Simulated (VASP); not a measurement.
# Cu3Au (Auricupride) (Pm-3m) in VASP: settings compared, part 2 of 2

VASP 6.6.1. Earlier steps stand in the parts before.

## 5. Relaxation of cell and atoms, PBE

INCAR reads:

```
PREC = Accurate
ENCUT = 600
EDIFF = 1E-6
ISMEAR = -1
SIGMA = 0.05
LREAL = F
LASPH = T
NELM = 60
ALGO = Normal
ISIF = 3
LWAVE = F
LCHARG = F
GGA = PE
IBRION = 2
NSW = 40
EDIFFG = -0.01
```

KPOINTS reads:

```
Automatic mesh
0
Gamma
  7 7 7
```

POSCAR reads:

```
Cu3Au
1.0
    3.7400000000      0.0000000000      0.0000000000
    0.0000000000      3.7400000000      0.0000000000
    0.0000000000      0.0000000000      3.7400000000
Au Cu
1 3
Direct
    0.0000000000      0.0000000000      0.0000000000
    0.5000000000      0.5000000000      0.0000000000
    0.5000000000      0.0000000000      0.5000000000
    0.0000000000      0.5000000000      0.5000000000
```

Potentials or basis: VASP PAW PBE potentials, release 64 (Au, Cu).

On the command line:

```sh
$ cat potpaw_PBE.64/Au/POTCAR potpaw_PBE.64/Cu/POTCAR > POTCAR
$ mpirun -np 1 vasp_std > vasp.out
```

OUTCAR:

```text
PREC = Accurate
   ENCUT = 600
   EDIFF = 1E-6
   ISMEAR = -1
   LREAL = F
   LASPH = T
   NELM = 60
   ISIF = 3
   GGA = PE
   IBRION = 2
   NSW = 40
   EDIFFG = -0.01

 ion  position               nearest neighbor table
   1  0.000  0.000  0.000-   2 2.64   3 2.64   4 2.64   3 2.64   4 2.64   2 2.64   4 2.64   4 2.64
                             2 2.64   3 2.64   3 2.64   2 2.64
   2  0.500  0.500  0.000-   1 2.64   3 2.64   4 2.64   3 2.64   4 2.64   1 2.64   3 2.64   3 2.64
                             1 2.64   4 2.64   4 2.64   1 2.64
   3  0.500  0.000  0.500-   1 2.64   2 2.64   4 2.64   1 2.64   2 2.64   2 2.64   4 2.64   2 2.64
                             1 2.64   4 2.64   1 2.64   4 2.64
   4  0.000  0.500  0.500-   1 2.64   2 2.64   3 2.64   1 2.64   2 2.64   1 2.64   3 2.64   1 2.64
                             2 2.64   3 2.64   2 2.64   3 2.64

  LATTYP: Found a simple cubic cell.
 ALAT       =     3.7400000000

  Lattice vectors:

 A1 = (   3.7400000000,   0.0000000000,   0.0000000000)
 A2 = (   0.0000000000,   3.7400000000,   0.0000000000)
 A3 = (   0.0000000000,   0.0000000000,   3.7400000000)

Analysis of symmetry for initial positions (statically):
=====================================================================
 Subroutine PRICEL returns:
 Original cell was already a primitive cell.

 Routine SETGRP: Setting up the symmetry group for a
 simple cubic supercell.

 Subroutine GETGRP returns: Found 48 space group operations
 (whereof 48 operations were pure point group operations)
 out of a pool of 48 trial point group operations.

The static configuration has the point symmetry O_h .

Analysis of symmetry for dynamics (positions and initial velocities):
=====================================================================
 Subroutine PRICEL returns:
 Original cell was already a primitive cell.

 Routine SETGRP: Setting up the symmetry group for a
 simple cubic supercell.

 Subroutine GETGRP returns: Found 48 space group operations
 (whereof 48 operations were pure point group operations)
 out of a pool of 48 trial point group operations.
[... 111 lines left out ...]
   NELECT =      44.0000    total number of electrons
   NUPDOWN=      -1.0000    fix difference up-down
   EMIN   =  10.00;   EMAX   =-10.00  energy-range for DOS
   EFERMI =   0.00;   METHOD = LEGACY
   ISMEAR =    -1;   SIGMA  =   0.05  broadening in eV -4-tet -1-fermi 0-gaus
   EFERMI_NEDOS =   21; number of points for ismear=-14 and -15
   IALGO  =     38    algorithm
   IMIX   =      4    mixing-type and parameters
     AMIX     =   0.40;   BMIX     =  1.00
     AMIX_MAG =   1.60;   BMIX_MAG =  1.00
  volume/ion in A,a.u.               =      13.08        88.26
  Fermi-wavevector in a.u.,A,eV,Ry     =   1.545328  2.920247 32.491255  2.388040
  Thomas-Fermi vector in A             =   2.650723
   LORBIT       =      0    0 simple, 1 ext, 2 COOP (PROOUT), +10 PAW based schemes
   GGA     = PE    functional components
   LHFCALC =     F    Hartree Fock is set to
   AEXX    =    0.0000 exact exchange contribution
   IVDW    =     0    specifies the selected vdW correction
   LEPSILON=     F    determine dielectric tensor
   LRPA    =     F    only Hartree local field effects (RPA)
 conjugate gradient relaxation of ions
 non-spin polarized calculation
  energy-cutoff  :      600.00
  volume of cell :       52.31
 maximum number of plane-waves:      1767
 NGX is ok and might be reduce to    30
   NGX = 15   NGY = 15   NGZ = 15

--------------------------------------- Ionic step        1  -------------------------------------------

 number of electron      44.0000069 magnetization

 Free energy of the ion-electron system (eV)
  ---------------------------------------------------
  ext. energy  EPLUGINS =         0.00000000
  ---------------------------------------------------
  free energy    TOTEN  =       -14.56282239 eV

  energy without entropy =      -14.55043979  energy(sigma->0) =      -14.55663109

------------------------ aborting loop because EDIFF is reached ----------------------------------------

  FORCE on cell =-STRESS in cart. coord.  units (eV):
  Direction    XX          YY          ZZ          XY          YZ          ZX
  --------------------------------------------------------------------------------------
  -------------------------------------------------------------------------------------
  Total        1.7370825      1.7370825      1.7370825      0.0000000     -0.0000000     -0.0000000
  in kB       53.2005611     53.2005611     53.2005611      0.0000000     -0.0000000     -0.0000000
  external PRESSURE =      53.2005611 kB  Pullay stress =       0.0000000 kB
[... 63 lines left out ...]
--------------------------------------- Ionic step        3  -------------------------------------------

 number of electron      44.0000001 magnetization

 Free energy of the ion-electron system (eV)
  ---------------------------------------------------
  ext. energy  EPLUGINS =         0.00000000
  ---------------------------------------------------
  free energy    TOTEN  =       -14.59137898 eV

  energy without entropy =      -14.57940576  energy(sigma->0) =      -14.58539237

 E-fermi :   7.8184     XC(G=0): -12.5384

 val. band max:        7.8150004356   @ k =   0.2857   0.2857   0.0000
 cond. band min:       7.9561203258   @ k =   0.1429   0.0000   0.0000
 fundamental gap:      0.1411198902
 Fermi energy:         7.8183912021

 k-point     1 :       0.0000    0.0000    0.0000
  band No.  band energies     occupation
      1      -1.5087      2.00000
      2       1.7069      2.00000
      3       1.7069      2.00000
      4       2.4971      2.00000
      5       2.4971      2.00000
      6       2.4971      2.00000
[... 600 lines left out ...]
  FREE ENERGIE OF THE ION-ELECTRON SYSTEM (eV)
  ---------------------------------------------------
  free  energy   TOTEN  =       -14.5913789847 eV

  energy  without entropy=      -14.5794057615  energy(sigma->0) =      -14.58539237

 reached required accuracy - stopping structural energy minimisation
```

Run time: 95 s. Hardware: 1 thread of Intel Xeon Platinum 8375C at 2.90GHz (Ice Lake), shared host; peak memory 0.19 GiB.

What came out:

* Free energy: -14.5914 eV
* Relaxed volume: 13.53 Å³/atom
* Relaxed cell: a = 3.783 Å, b = 3.783 Å, c = 3.783 Å, α = 90.00°, β = 90.00°, γ = 90.00°
* Space group after relaxing (to 0.05 Å): Pm-3m (No. 221)
* Energy gained by relaxing: 7.1 meV/atom
* Ionic steps: 3
* Pressure after relaxing: 0.1 GPa
* Band gap on the k mesh: none (metal or under the smearing width)

Step by step:
```csv
step,energy change (eV),largest force (eV/Å),pressure (GPa),volume (Å³)
1,0.0000,0.0000,5.32,52.31
2,-0.0103,0.0000,-3.78,55.67
3,-0.0286,0.0000,0.08,54.13
```

Final structure:
```
CELL_PARAMETERS angstrom
3.78280 0.00000 0.00000
0.00000 3.78280 0.00000
0.00000 0.00000 3.78280
ATOMIC_POSITIONS crystal
Au 0.00000 0.00000 0.00000
Cu 0.50000 0.50000 0.00000
Cu 0.50000 0.00000 0.50000
Cu 0.00000 0.50000 0.50000
```

Spin-orbit coupling is left out, which matters for the levels of Au. Zero-point motion and thermal expansion aren't in these numbers.

## 6. Relaxation of cell and atoms, LDA

INCAR reads:

```
PREC = Accurate
ENCUT = 600
EDIFF = 1E-6
ISMEAR = -1
SIGMA = 0.05
LREAL = F
LASPH = T
NELM = 100
ALGO = Normal
ISIF = 3
LWAVE = F
LCHARG = F
IBRION = 2
NSW = 60
EDIFFG = -0.02
```

KPOINTS reads:

```
regular mesh
0
Gamma
  7 7 7
```

POSCAR is that of step 5.

Potentials or basis: VASP PAW LDA potentials, release 64 (Au, Cu).

On the command line:

```sh
$ cat potpaw_LDA.64/Au/POTCAR potpaw_LDA.64/Cu/POTCAR > POTCAR
$ mpirun -np 1 vasp_std > vasp.out
```

Wall time 1.7 min (1 thread of Intel Xeon Platinum 8375C at 2.90GHz (Ice Lake), shared host); peak memory 0.17 GiB.

The run converged. Its results:

| Property | Result |
| --- | --- |
| Free energy | -18.7476 eV |
| Relaxed volume | 12.42 Å³/atom |
| Relaxed cell | a = 3.676 Å, b = 3.676 Å, c = 3.676 Å, α = 90.00°, β = 90.00°, γ = 90.00° |
| Space group after relaxing (to 0.05 Å) | Pm-3m (No. 221) |
| Energy gained by relaxing | 18.5 meV/atom |
| Ionic steps | 3 |
| Pressure after relaxing | 0.0 GPa |
| Band gap on the k mesh | none (metal or under the smearing width) |

The path:
```
step  energy change (eV)  largest force (eV/Å)  pressure (GPa)  volume (Å³)
   1              0.0000                0.0000           -8.39        52.31
   2             -0.0016                0.0000           10.37        47.30
   3             -0.0741                0.0000           -0.04        49.67
```

Final structure:
```cif
data_structure
_symmetry_space_group_name_H-M 'P 1'
_symmetry_Int_Tables_number 1
_cell_length_a 3.6760
_cell_length_b 3.6760
_cell_length_c 3.6760
_cell_angle_alpha 90.000
_cell_angle_beta 90.000
_cell_angle_gamma 90.000
_cell_volume 49.67
loop_
_atom_site_label
_atom_site_type_symbol
_atom_site_fract_x
_atom_site_fract_y
_atom_site_fract_z
_atom_site_occupancy
Au1 Au 0.00000 0.00000 0.00000 1
Cu1 Cu 0.50000 0.50000 0.00000 1
Cu2 Cu 0.50000 0.00000 0.50000 1
Cu3 Cu 0.00000 0.50000 0.50000 1
```

Levels at points of the mesh, in eV from the Fermi level:
| k point | band 20 | band 21 | band 22 | band 23 | band 24 | band 25 |
| --- | --- | --- | --- | --- | --- | --- |
| (0.00, 0.00, 0.00) | -1.38 | -1.38 | 1.22 | 1.22 | 1.22 | 6.44 |

Spin-orbit coupling is left out, which matters for the levels of Au. LDA usually gives volumes a few per cent too small.

## 7. The runs side by side

| task | level | potentials or basis | cell | cutoff (eV) | smearing | gap on the mesh (eV) | pressure (GPa) | relaxed volume (Å³/atom) |
| --- | --- | --- | --- | --- | --- | --- | --- | --- |
| relaxation of cell and atoms | PBE | VASP PAW PBE potentials, release 54 (Au, Cu) | relaxed | 580 | fermi-dirac 0.05 eV | none | 0.1 | 13.53 |
| single point | PBE | VASP PAW PBE potentials, release 64 (Au, Cu) | as given | 520 | gaussian 0.012 eV | none | 5.3 | - |
| single point | PBE | VASP PAW PBE potentials, release 64 (Au, Cu) | as given | 520 | gaussian 0.011 eV | none | 5.3 | - |
| relaxation of cell and atoms | PBE | VASP PAW PBE potentials, release 64 (Au, Cu) | relaxed | 600 | fermi-dirac 0.05 eV | none | 0.1 | 13.53 |
| relaxation of cell and atoms | LDA | VASP PAW LDA potentials, release 64 (Au, Cu) | relaxed | 600 | fermi-dirac 0.05 eV | none | 0.0 | 12.42 |

Alike in all rows: no spin polarisation; k mesh 7 × 7 × 7.

Total energies depend on the potentials used, so only differences within one code and one set of settings carry meaning.
